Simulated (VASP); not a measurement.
# Si (Fd-3m) in VASP: further runs

The runs below take Si through single point, with r2SCAN, r2SCAN+D4.

Everything below comes from runs of VASP 6.6.1. Logs are shortened: lines on timing, memory, paths and dates and some standing lists are left out, and cuts for length are marked.

## (1) The structure

The structure is cubic, space group Fd-3m (No. 227). Conventional cell: a = 5.431 Å, b = 5.431 Å, c = 5.431 Å, α = 90.00°, β = 90.00°, γ = 90.00°. Si (site symmetry -43m) has 4 Si at 2.35 Å as nearest neighbours.

## (2) Single point, r2SCAN

POSCAR reads:

```
Si
1.0
    0.0000000000      2.7154700000      2.7154700000
    2.7154700000      0.0000000000      2.7154700000
    2.7154700000      2.7154700000      0.0000000000
Si
2
Direct
    0.5000000000      0.5000000000      0.5000000000
    0.7500000000      0.7500000000      0.7500000000
```

INCAR.step1 reads:

```
PREC = Accurate
ENCUT = 520
ISMEAR = 0
SIGMA = 0.1
LREAL = False
LASPH = True
NELM = 100
NBANDS = 11
GGA = PE
ALGO = Normal
EDIFF = 1E-4
LWAVE = True
LCHARG = False
```

INCAR.step2 reads:

```
PREC = Accurate
ENCUT = 520
EDIFF = 1E-7
ISMEAR = 0
SIGMA = 0.1
LREAL = False
LASPH = True
NELM = 100
ALGO = Normal
ISIF = 2
LWAVE = False
LCHARG = False
METAGGA = R2SCAN
LMIXTAU = True
NBANDS = 11
ISTART = 1
```

KPOINTS reads:

```
Automatic mesh
0
Gamma
  6 6 6
```

Potentials or basis: VASP PAW PBE potentials, release 64 (Si).

Started as:

```
$ cat potpaw_PBE.64/Si/POTCAR > POTCAR
$ cp INCAR.step1 INCAR
$ mpirun -np 1 vasp_std > vasp.out
$ cp INCAR.step2 INCAR
$ mpirun -np 1 vasp_std > vasp.out
```

OUTCAR:

```text
PREC = Accurate
   ENCUT = 520
   EDIFF = 1E-7
   ISMEAR = 0
   LREAL = False
   LASPH = True
   NELM = 100
   ISIF = 2
   METAGGA = R2SCAN
   ISTART = 1

 ion  position               nearest neighbor table
   1  0.500  0.500  0.500-   2 2.35   2 2.35   2 2.35   2 2.35
   2  0.750  0.750  0.750-   1 2.35   1 2.35   1 2.35   1 2.35

  LATTYP: Found a face centered cubic cell.
 ALAT       =     5.4309400000

  Lattice vectors:

 A1 = (   0.0000000000,   2.7154700000,   2.7154700000)
 A2 = (   2.7154700000,   0.0000000000,   2.7154700000)
 A3 = (   2.7154700000,   2.7154700000,   0.0000000000)

Analysis of symmetry for initial positions (statically):
=====================================================================
 Subroutine PRICEL returns:
 Original cell was already a primitive cell.

 Routine SETGRP: Setting up the symmetry group for a
 face centered cubic supercell.

 Subroutine GETGRP returns: Found 48 space group operations
 (whereof 24 operations were pure point group operations)
 out of a pool of 48 trial point group operations.

The static configuration has the point symmetry T_d .
 The point group associated with its full space group is O_h .

Analysis of symmetry for dynamics (positions and initial velocities):
=====================================================================
 Subroutine PRICEL returns:
 Original cell was already a primitive cell.

 Routine SETGRP: Setting up the symmetry group for a
 face centered cubic supercell.

 Subroutine GETGRP returns: Found 48 space group operations
 (whereof 24 operations were pure point group operations)
 out of a pool of 48 trial point group operations.

The dynamic configuration has the point symmetry T_d .
 The point group associated with its full space group is O_h .

 Subroutine INISYM returns: Found 48 space group operations
 (whereof 24 operations are pure point group operations),
 and found     1 'primitive' translations

----------------------------------------------------------------------------------------

                                     Primitive cell

  volume of cell :      40.0465

  direct lattice vectors                    reciprocal lattice vectors
     0.000000000  2.715470000  2.715470000    -0.184130187  0.184130187  0.184130187
     2.715470000  0.000000000  2.715470000     0.184130187 -0.184130187  0.184130187
     2.715470000  2.715470000  0.000000000     0.184130187  0.184130187 -0.184130187

  length of vectors
     3.840254502  3.840254502  3.840254502     0.318922840  0.318922840  0.318922840

[... 80 lines left out ...]
   TEBEG  =    0.0;   TEEND  =   0.0 temperature during run
   PSTRESS=    0.0 pullay stress
   NELECT =       8.0000    total number of electrons
   NUPDOWN=      -1.0000    fix difference up-down
   EMIN   =  10.00;   EMAX   =-10.00  energy-range for DOS
   EFERMI =   0.00;   METHOD = LEGACY
   ISMEAR =     0;   SIGMA  =   0.10  broadening in eV -4-tet -1-fermi 0-gaus
   EFERMI_NEDOS =   21; number of points for ismear=-14 and -15
   IALGO  =     38    algorithm
   IMIX   =      4    mixing-type and parameters
     AMIX     =   0.40;   BMIX     =  1.00
     AMIX_MAG =   1.60;   BMIX_MAG =  1.00
  volume/ion in A,a.u.               =      20.02       135.12
  Fermi-wavevector in a.u.,A,eV,Ry     =   0.957010  1.808487 12.461143  0.915868
  Thomas-Fermi vector in A             =   2.085990
   LORBIT       =      0    0 simple, 1 ext, 2 COOP (PROOUT), +10 PAW based schemes
   METAGGA = R2SCAN    functional components
   LHFCALC =     F    Hartree Fock is set to
   AEXX    =    0.0000 exact exchange contribution
   IVDW    =     0    specifies the selected vdW correction
   LEPSILON=     F    determine dielectric tensor
   LRPA    =     F    only Hartree local field effects (RPA)
 non-spin polarized calculation
 Gauss-broadening in eV      SIGMA  =   0.10
  energy-cutoff  :      520.00
  volume of cell :       40.05
 maximum number of plane-waves:      1090
 NGX is ok and might be reduce to    30
   NGX = 15   NGY = 15   NGZ = 15

 number of electron       8.0000000 magnetization

 Free energy of the ion-electron system (eV)
  ---------------------------------------------------
  ext. energy  EPLUGINS =         0.00000000
  ---------------------------------------------------
  free energy    TOTEN  =       -17.52862511 eV

  energy without entropy =      -17.52862511  energy(sigma->0) =      -17.52862511

 E-fermi :   6.1676     XC(G=0):  -9.8510

 val. band max:        5.7428308867   @ k =   0.0000   0.0000   0.0000
 cond. band min:       6.6608347951   @ k =   0.5000   0.5000   0.0000
 fundamental gap:      0.9180039084
 Fermi energy:         6.1675603747

 k-point     1 :       0.0000    0.0000    0.0000
  band No.  band energies     occupation
      1      -6.7828      2.00000
      2       5.7428      2.00000
      3       5.7428      2.00000
      4       5.7428      2.00000
      5       8.4996      0.00000
      6       8.4996      0.00000
      7       8.4996      0.00000
      8       9.7319      0.00000
      9      13.8658      0.00000
     10      13.8658      0.00000
     11      14.4404      0.00000
[... 197 lines left out ...]
 k-point    16 :      -0.3333    0.5000    0.1667
  band No.  band energies     occupation
      1      -2.2890      2.00000
      2      -2.2890      2.00000
      3       1.9300      2.00000
      4       1.9300      2.00000
      5       8.7702      0.00000
      6       8.7702      0.00000
      7      13.0043      0.00000
      8      13.0043      0.00000
      9      17.0267      0.00000
     10      17.0267      0.00000
     11      19.5446      0.00000

------------------------ aborting loop because EDIFF is reached ----------------------------------------

  FORCE on cell =-STRESS in cart. coord.  units (eV):
  Direction    XX          YY          ZZ          XY          YZ          ZX
  --------------------------------------------------------------------------------------
  -------------------------------------------------------------------------------------
  Total        0.1359820      0.1359820      0.1359820     -0.0000000      0.0000000     -0.0000000
  in kB        5.4403524      5.4403524      5.4403524     -0.0000000      0.0000000     -0.0000000
  external PRESSURE =       5.4403524 kB  Pullay stress =       0.0000000 kB

 VOLUME and BASIS-vectors are now :
 -----------------------------------------------------------------------------
  energy-cutoff  :      520.00
  volume of cell :       40.05
      direct lattice vectors                 reciprocal lattice vectors
     0.000000000  2.715470000  2.715470000    -0.184130187  0.184130187  0.184130187
     2.715470000  0.000000000  2.715470000     0.184130187 -0.184130187  0.184130187
     2.715470000  2.715470000  0.000000000     0.184130187  0.184130187 -0.184130187

 POSITION                                       TOTAL-FORCE (eV/Angst)
 -----------------------------------------------------------------------------------
      2.71547      2.71547      2.71547        -0.000000     -0.000000     -0.000000
      4.07320      4.07320      4.07320         0.000000      0.000000      0.000000
 -----------------------------------------------------------------------------------
    total drift:                                0.000000     -0.000000     -0.000000

  FREE ENERGIE OF THE ION-ELECTRON SYSTEM (eV)
  ---------------------------------------------------
  free  energy   TOTEN  =       -17.5286251149 eV

  energy  without entropy=      -17.5286251149  energy(sigma->0) =      -17.52862511
```

OSZICAR.step1:

```text
N       E                     dE             d eps       ncg     rms          rms(c)
DAV:   1     0.828197368437E+01    0.82820E+01   -0.32536E+03   352   0.587E+02
DAV:   2    -0.104393172950E+02   -0.18721E+02   -0.18191E+02   470   0.856E+01
DAV:   3    -0.110006144190E+02   -0.56130E+00   -0.55871E+00   440   0.130E+01
DAV:   4    -0.110050281764E+02   -0.44138E-02   -0.44132E-02   433   0.146E+00
DAV:   5    -0.110050671478E+02   -0.38971E-04   -0.38971E-04   461   0.127E-01    0.490E+00
DAV:   6    -0.108776060903E+02    0.12746E+00   -0.71848E-02   397   0.111E+00    0.299E+00
DAV:   7    -0.108194042069E+02    0.58202E-01   -0.13905E-01   400   0.166E+00    0.186E-01
DAV:   8    -0.108207437644E+02   -0.13396E-02   -0.61298E-03   409   0.423E-01    0.818E-02
DAV:   9    -0.108209600391E+02   -0.21627E-03   -0.20476E-04   455   0.875E-02    0.599E-02
DAV:  10    -0.108209861839E+02   -0.26145E-04   -0.21800E-05   276   0.273E-02
   1 F= -.10820986E+02 E0= -.10820986E+02  d E =-.929114E-08
```

It took 16 s on 1 thread of Intel Xeon 6975P-C (Granite Rapids), shared host; peak memory 0.16 GiB.

What came out:

```yaml
Free_energy: -17.5286 eV
Pressure: 0.5 GPa
Band_gap_on_the_k_mesh: 0.92 eV, indirect (least direct gap 2.76 eV)
```

Caveat: the PAW data sets were made with another functional, which shifts forces and pressure a little.

(Continued in part 2 of 2.)
